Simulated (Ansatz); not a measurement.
# C (R-3m) in Ansatz: further runs

One crystal, C, is run at these levels: PBEsol; tasks: single point, equation of state.

Program: Ansatz 0.2.0. These are calculated values, not measurements. Logs are shortened: lines on timing, memory, paths and dates and some standing lists are left out, and cuts for length are marked.

## (1) Starting point

Symmetry: R-3m, No. 166, trigonal system. Conventional cell: a = 2.466 Å, b = 2.466 Å, c = 24.848 Å, α = 90.00°, β = 90.00°, γ = 120.00°. C (site symmetry 3m) is surrounded by 3 C at 1.42 Å. Around C (site symmetry 3m) lie 3 C at 1.42 Å.

This isn't the form of C at room conditions, which is graphite.

## (2) Single point, PBEsol, 10.25 Å³/atom (volume scaled by 0.94)

input.yaml reads:

```yaml
crystal:
  lattice:
    - [1.2080139297, 0.6974471676, 8.1135346977]
    - [-1.2080139297, 0.6974471676, 8.1135346977]
    - [0.0, -1.394894335, 8.1135346977]
  atoms:
    - { symbol: C, position: [0.08717308, 0.08717308, 0.08717308] }
    - { symbol: C, position: [0.75385006, 0.75385006, 0.75385006] }
    - { symbol: C, position: [0.24614994, 0.24614994, 0.24614994] }
    - { symbol: C, position: [0.91282692, 0.91282692, 0.91282692] }
hamiltonian:
  xc: pbesol
  pseudopotentials: { kind: paw }
kpoints:
  mp_grid: { grid: [12, 12, 12] }
scf:
  occupations: { method: fermi_dirac, width: 0.05 }
output:
  forces: true
  stress: true
  eigenvalues: true
```

Potentials or basis: Ansatz PAW.

Launch:

```sh
> ansatz run input.yaml --threads 2 --pin off --max-ram 5632MiB --backend cpu --events-out ev --progress --plain --runs-dir out
```

What it wrote:

```text
Warning: RAYON_NUM_THREADS=2 ignored (pool sized by the plan → 2); use --threads N
basis.fft_grid_basis auto: the FFT boxes are laid along the combinations [[1, 0, -1], [0, 1, -1], [0, 0, 1]] of the cell's own vectors, 2.416, 2.416 and 8.233 Å long. The dense box has 18×18×60 points. Along the cell's own vectors, as sized, it would have 60×60×60, 11.11 times as many. Of the 12 symmetry operations that the crystal satisfies within crystal.symmetry.tolerance (time reversal apart; of a slab, those that keep its plane) the dense box along the cell's own vectors carries 12, and the one as laid loses 8 of those. basis.fft_grid_basis: typed keeps the cell's own vectors: state it where this run's energies or levels are differenced outside the engine with another run's, or held beside a run that keeps those vectors.
Engine: ansatz 0.2.0, aarch64-unknown-linux-gnu
Pseudopotentials: kind: paw
Pseudopotential: C, paw, valence charge 4, recommended cutoff 420 eV (normal), C.paw.azcp
Functional definition: PBEsol
  exchange = pbesol_x
  correlation = pbesol_c
Crystal: 4 atoms, lattice volume = 41.015 Å³
Basis set: ecut = 420 eV, 765 PW (Γ), FFT grids on a1−a3, a2−a3, a3, exchange–correlation on 36×36×120 points (8 copies of the dense FFT grid, shifted against one another)
Bands: 12, of which v1, the nominal top of the filled ones, is band 8 counted from 1 (7 counted from 0)
Symmetry: 12 space group operations
Space group: R-3m (ITA 166), of the structure as read, at distance tolerance 3.4e-5 Å
k-points: 189 of 1728
Non-local potential: C, projectors of the file, l = 0: 2, l = 1: 2, l = 2: 1
PAW form: soft (Blöchl's): semilocal exchange-correlation on the pseudo side does not see the compensation charge
PAW frozen core: C, regenerated for the run's functional, and the local potential with it (the file was generated under x = pbe(κ = 0.804, μ = 0.2195149727645171), c = pbe(β = 0.06672455060314922))
PAW one-centre angular grid: C, 110 points (default); XC on 64 Gauss nodes
Initial density: superposition of atomic densities (neutral atoms: chi_scale 0, normalization atom), corrected by the library's trained network
Initial wavefunctions: pseudopotential atomic-orbital guess
Functional: x = pbesol(κ = 0.804, μ = 0.12345679012345678), c = pbesol(β = 0.046)
SCF iter   1: F=—  HF=-986.657695 eV  |F-HF|=—  |Δ(HF+E_count)|=         —  Δρ=3.47e-3  dr2=3.51e-3  ethr=1.77e-3  ⟨swp⟩=6.0  Hψ=13266  notcnv=0
preconditioner: auto → LDOS  [insulator: Δε(μ)=0.207 eV  Ē_g=15.752 eV  σ=0.050 eV  W_gap=0.78  n_scr=6 (ndim 8)  ℏωp=23.2 eV  f_vac=0.198  D(μ)=0.15/eV (n_scr^D=2)  ε∞_Penn≈3.2  β→1.0]
SCF iter   2: F=—  HF=-986.659632 eV  |F-HF|=—  |Δ(HF+E_count)|=   1.94e-3  Δρ=6.05e-4  dr2=3.32e-4  ethr=2.19e-5  ⟨swp⟩=2.0  Hψ=5881  notcnv=0
SCF iter   3: F=—  HF=-986.659648 eV  |F-HF|=—  |Δ(HF+E_count)|=   1.53e-5  Δρ=4.22e-4  dr2=3.46e-4  ethr=2.07e-6  ⟨swp⟩=2.2  Hψ=3717  notcnv=0
SCF iter   4: F=—  HF=-986.659553 eV  |F-HF|=—  |Δ(HF+E_count)|=   9.42e-5  Δρ=3.51e-5  dr2=1.81e-6  ethr=2.07e-6  ⟨swp⟩=2.1  Hψ=3109  notcnv=0
SCF iter   5: F=—  HF=-986.659559 eV  |F-HF|=—  |Δ(HF+E_count)|=   5.45e-6  Δρ=8.85e-6  dr2=3.05e-8  ethr=1.13e-8  ⟨swp⟩=2.3  Hψ=3717  notcnv=0
SCF iter   6: F=-986.659559 eV  HF=-986.659559 eV  |F-HF|=2.35e-10  |Δ(HF+E_count)|=   1.06e-8  Δρ=1.94e-6  dr2=9.15e-10  ethr=1.91e-10  ⟨swp⟩=2.7  Hψ=8716  notcnv=0
SCF 1 converged in 6 iterations: F = -986.659559 eV  dr2 = 9.15e-10
SCF converged after 6 iterations
Free energy (F): -986.659559 eV
Harris-Foulkes:  -986.659559 eV  (|F-HF|=2.35e-10)
Internal energy: -986.658180 eV  (E = F + TS)
E sigma→0 (E₀):  -986.658869 eV
Entropy (-TS):   -0.001379 eV (-0.345 meV/atom)
Fermi energy:    5.400944 eV
--- Per-component energies (eV) ---
  E_band       = -63.323542
  E_kinetic    = 369.691199
  E_local      = -872.726047  (includes V_loc(G=0)·N_el)
  E_nonlocal   = 111.356430
  E_hartree    = 297.826033
  E_xc         = -192.000108
  E_vxc        = -238.679145  (∫ρ·V_xc dr)
  E_paw        = -382.587755  (= ΣΔE_a)
  E_vpaw       = -28.618254  (= ΣTr[D̂ρ^β])
  E_aug_tail   = 0.000041  (compensation charges beyond the density's cutoff)
  E_ewald      = -318.302374
  E_core_change = 0.084402  (= ΣΔE_core)
  E_smearing   = -0.001379  (= −TS)
  E_closure    = 0.000000  (closes the sum)
  Σ components = -986.659559   (vs F -986.659559, Δ=0.00e0)
--- Forces (eV/Å), atoms counted from 1 ---
  atom   1  C      0.00000000     0.00000000     0.00163746
  atom   2  C     -0.00000000    -0.00000000    -0.00551305
  atom   3  C      0.00000000     0.00000000     0.00551305
  atom   4  C     -0.00000000    -0.00000000    -0.00163746
  max |Σ_I F_I| component: 1.73e-18 eV/Å
--- Stress (GPa, compression-positive) ---
       19.845176      -0.000000      -0.000000
       -0.000000      19.845176      -0.000000
       -0.000000      -0.000000      -0.146666
  P = ⅓ Tr σ = 13.1812 GPa (131.812 kbar)
--- Band table (eV; the first three rows and the last of 189) ---
  k-point 0: bands = ["-14.6054", "-14.5423", "-3.0031", "-2.3224", "2.4246", "2.4246", "2.4281", "2.4281", "8.3474", "12.2070", "14.1091", "14.1091"]
  k-point 1: bands = ["-14.4350", "-14.3729", "-2.7932", "-2.1199", "1.7577", "1.7622", "2.0605", "2.0641", "8.5728", "12.3947", "14.1737", "14.1853"]
  k-point 2: bands = ["-13.9255", "-13.8663", "-2.1683", "-1.5177", "0.0707", "0.0785", "1.2119", "1.2156", "9.2501", "12.9410", "14.1523", "14.1844"]
  k-point 188: bands = ["-14.5874", "-14.5608", "-2.7800", "-2.5796", "2.4242", "2.4242", "2.4285", "2.4285", "9.6533", "10.0106", "14.1053", "14.1053"]
```

Run time: 3.1 s. Hardware: 2 threads of Arm Neoverse V1, shared host; peak memory 0.35 GiB.

Results:

| Quantity | Value |
| --- | --- |
| Free energy | -986.6596 eV |
| Pressure | 13.2 GPa |
| Largest force | 0.006 eV/Å |
| Band gap on the k mesh | 0.21 eV, direct |

Caveat: the pressure holds a Pulay correction of +0.5 GPa for the finite cutoff; the PAW data sets come from PBE, with cores solved anew for the run's functional, which leaves a small shift of forces and pressure.

## (3) Single point, PBEsol, 10.47 Å³/atom (volume scaled by 0.96)

Edit input.yaml of step 2 so:

```diff
@@ -2,5 +2,5 @@
   lattice:
-    - [1.2080139297, 0.6974471676, 8.1135346977]
-    - [-1.2080139297, 0.6974471676, 8.1135346977]
-    - [0.0, -1.394894335, 8.1135346977]
+    - [1.2165213504, 0.7023589292, 8.1706741485]
+    - [-1.2165213504, 0.7023589292, 8.1706741485]
+    - [0.0, -1.4047178582, 8.1706741485]
   atoms:
```

Potentials or basis: Ansatz PAW.

Launch:

```sh
> ansatz run input.yaml --threads 2 --pin off --max-ram 5632MiB --backend cpu --events-out ev --progress --plain --runs-dir out
```

Run time: 3.2 s. Hardware: 2 threads of Arm Neoverse V1, shared host; peak memory 0.35 GiB.

The run converged. Its results:

```yaml
Free_energy: -986.7160 eV
Pressure: 7.6 GPa
Largest_force: 0.005 eV/Å
Band_gap_on_the_k_mesh: 0.20 eV, direct
```

Caveat: the pressure holds a Pulay correction of +0.5 GPa for the finite cutoff; the PAW data sets come from PBE, with cores solved anew for the run's functional, which leaves a small shift of forces and pressure.

## (4) Single point, PBEsol, 10.69 Å³/atom (volume scaled by 0.98)

Edit input.yaml of step 3 so:

```diff
@@ -2,5 +2,5 @@
   lattice:
-    - [1.2165213504, 0.7023589292, 8.1706741485]
-    - [-1.2165213504, 0.7023589292, 8.1706741485]
-    - [0.0, -1.4047178582, 8.1706741485]
+    - [1.2249114179, 0.7072029369, 8.2270254061]
+    - [-1.2249114179, 0.7072029369, 8.2270254061]
+    - [0.0, -1.4144058737, 8.2270254061]
   atoms:
@@ -21 +21,5 @@
   eigenvalues: true
+  write_density: true
+  write_potential: true
+  elf: true
+  volumetric_format: npy
```

Launch:

```sh
> ansatz run input.yaml --threads 2 --pin off --max-ram 5632MiB --backend cpu --events-out ev --progress --plain --runs-dir out
```

Run time: 5 s. Hardware: 2 threads of Arm Neoverse V1, shared host; peak memory 0.36 GiB.

It converged, with:

- Free energy: -986.7435 eV
- Pressure: 2.6 GPa
- Largest force: 0.005 eV/Å
- Band gap on the k mesh: 0.19 eV, direct

Caveat: the pressure holds a Pulay correction of +0.5 GPa for the finite cutoff; the PAW data sets come from PBE, with cores solved anew for the run's functional, which leaves a small shift of forces and pressure.

## (5) Single point, PBEsol, 10.91 Å³/atom

Edit input.yaml of step 4 so:

```diff
@@ -2,5 +2,5 @@
   lattice:
-    - [1.2249114179, 0.7072029369, 8.2270254061]
-    - [-1.2249114179, 0.7072029369, 8.2270254061]
-    - [0.0, -1.4144058737, 8.2270254061]
+    - [1.2331880975, 0.7119814801, 8.2826151019]
+    - [-1.2331880975, 0.7119814801, 8.2826151019]
+    - [0.0, -1.4239629601, 8.2826151019]
   atoms:
@@ -21,5 +21 @@
   eigenvalues: true
-  write_density: true
-  write_potential: true
-  elf: true
-  volumetric_format: npy
```

Launch:

```sh
> ansatz run input.yaml --threads 2 --pin off --max-ram 5632MiB --backend cpu --events-out ev --progress --plain --runs-dir out
```

It took 3.2 s on 2 threads of Arm Neoverse V1, shared host; peak memory 0.36 GiB.

The run converged. Its results:

* Free energy: -986.7446 eV
* Pressure: -2.1 GPa
* Largest force: 0.005 eV/Å
* Band gap on the k mesh: 0.18 eV, direct

Caveat: the pressure holds a Pulay correction of +0.4 GPa for the finite cutoff; the PAW data sets come from PBE, with cores solved anew for the run's functional, which leaves a small shift of forces and pressure.

## (6) Single point, PBEsol, 11.13 Å³/atom (volume scaled by 1.02)

Edit input.yaml of step 5 so:

```diff
@@ -2,5 +2,5 @@
   lattice:
-    - [1.2331880975, 0.7119814801, 8.2826151019]
-    - [-1.2331880975, 0.7119814801, 8.2826151019]
-    - [0.0, -1.4239629601, 8.2826151019]
+    - [1.2413551441, 0.7166967267, 8.3374684561]
+    - [-1.2413551441, 0.7166967267, 8.3374684561]
+    - [0.0, -1.4333934532, 8.3374684561]
   atoms:
```

Potentials or basis: Ansatz PAW.

Launch:

```sh
> ansatz run input.yaml --threads 2 --pin off --max-ram 5632MiB --backend cpu --events-out ev --progress --plain --runs-dir out
```

Run time: 3.3 s. Hardware: 2 threads of Arm Neoverse V1, shared host; peak memory 0.36 GiB.

The run converged. Its results:

```yaml
Free_energy: -986.7217 eV
Pressure: -6.3 GPa
Largest_force: 0.005 eV/Å
Band_gap_on_the_k_mesh: 0.18 eV, direct
```

Caveat: the pressure holds a Pulay correction of +0.4 GPa for the finite cutoff; the PAW data sets come from PBE, with cores solved anew for the run's functional, which leaves a small shift of forces and pressure.

## (7) Single point, PBEsol, 11.34 Å³/atom (volume scaled by 1.04)

Edit input.yaml of step 6 so:

```diff
@@ -2,5 +2,5 @@
   lattice:
-    - [1.2413551441, 0.7166967267, 8.3374684561]
-    - [-1.2413551441, 0.7166967267, 8.3374684561]
-    - [0.0, -1.4333934532, 8.3374684561]
+    - [1.2494161177, 0.7213507319, 8.3916093787]
+    - [-1.2494161177, 0.7213507319, 8.3916093787]
+    - [0.0, -1.4427014637, 8.3916093787]
   atoms:
```

Launch:

```sh
> ansatz run input.yaml --threads 2 --pin off --max-ram 5632MiB --backend cpu --events-out ev --progress --plain --runs-dir out
```

Run time: 3.2 s. Hardware: 2 threads of Arm Neoverse V1, shared host; peak memory 0.36 GiB.

It converged, with:

```
Free energy            : -986.6769 eV
Pressure               : -10.1 GPa
Largest force          : 0.005 eV/Å
Band gap on the k mesh : 0.17 eV, direct
```

Caveat: the pressure holds a Pulay correction of +0.4 GPa for the finite cutoff; the PAW data sets come from PBE, with cores solved anew for the run's functional, which leaves a small shift of forces and pressure.

## (8) Single point, PBEsol, 11.56 Å³/atom (volume scaled by 1.06)

Edit input.yaml of step 7 so:

```diff
@@ -2,5 +2,5 @@
   lattice:
-    - [1.2494161177, 0.7213507319, 8.3916093787]
-    - [-1.2494161177, 0.7213507319, 8.3916093787]
-    - [0.0, -1.4427014637, 8.3916093787]
+    - [1.2573743967, 0.7259454464, 8.4450605611]
+    - [-1.2573743967, 0.7259454464, 8.4450605611]
+    - [0.0, -1.4518908928, 8.4450605611]
   atoms:
```

Launch:

```sh
> ansatz run input.yaml --threads 2 --pin off --max-ram 5632MiB --backend cpu --events-out ev --progress --plain --runs-dir out
```

It took 3.2 s on 2 threads of Arm Neoverse V1, shared host; peak memory 0.36 GiB.

The run converged. Its results:

```
Free energy            : -986.6120 eV
Pressure               : -13.6 GPa
Largest force          : 0.004 eV/Å
Band gap on the k mesh : 0.17 eV, direct
```

Caveat: the pressure holds a Pulay correction of +0.4 GPa for the finite cutoff; the PAW data sets come from PBE, with cores solved anew for the run's functional, which leaves a small shift of forces and pressure.

## (9) Equation of state, PBEsol

Potentials or basis: Ansatz PAW.

No new run: the results of the series are fitted here.

Results:

- Equilibrium volume: 10.81 Å³/atom
- Bulk modulus at fixed shape and positions: 228 GPa
- Pressure derivative of the bulk modulus: 3.5

Energy against volume, from the lowest point:
```tsv
volume (Å³/atom)	energy (meV/atom)
10.254	21.27
10.472	7.17
10.690	0.30
10.908	0.00
11.126	5.73
11.345	16.94
11.563	33.16
```

Caveat: the cell was scaled at fixed shape and fractional positions, which overstates the stiffness of a crystal with free parameters, most of all of layers and chains.
